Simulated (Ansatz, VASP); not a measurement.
# Two plane-wave programs on Os

```
Os
1.0
     2.62819    0.00000    0.00000
     0.00000    2.62819    0.00000
     0.00000    0.00000    2.62819
Os
1
Direct
  0.00000 0.00000 0.00000
```

Alike in both runs: task single point; functional PBEsol; k mesh 14 × 14 × 14; occupations fermi-dirac, width 0.1 eV; no spin polarisation.

```csv
,VASP,Ansatz
version,VASP 6.6.1,Ansatz 0.2.0
potentials or method,"VASP PAW PBE potentials, release 64 (Os)","plane waves (420 eV) with PAW, scalar-relativistic"
plane-wave cutoff (eV),520,420
valence electrons in the cell,8,16
```

|  | VASP | Ansatz | Ansatz less VASP |
| --- | --- | --- | --- |
| pressure (GPa) | -25.7 | -25.4 | +0.31 |

With one functional, cell and mesh, what is left measures potentials, basis and numerics. The two sets of potentials don't hold the same shells in valence. Ansatz warned: «pseudo_functional_mismatch».

Caveats: so large a pressure means that the cell lies far from this level's equilibrium, or that cutoff or potentials fall short (VASP); the potentials were made for another functional, which shifts forces and pressure (VASP). The runs have no spin-orbit coupling, so splittings on Os are missing.
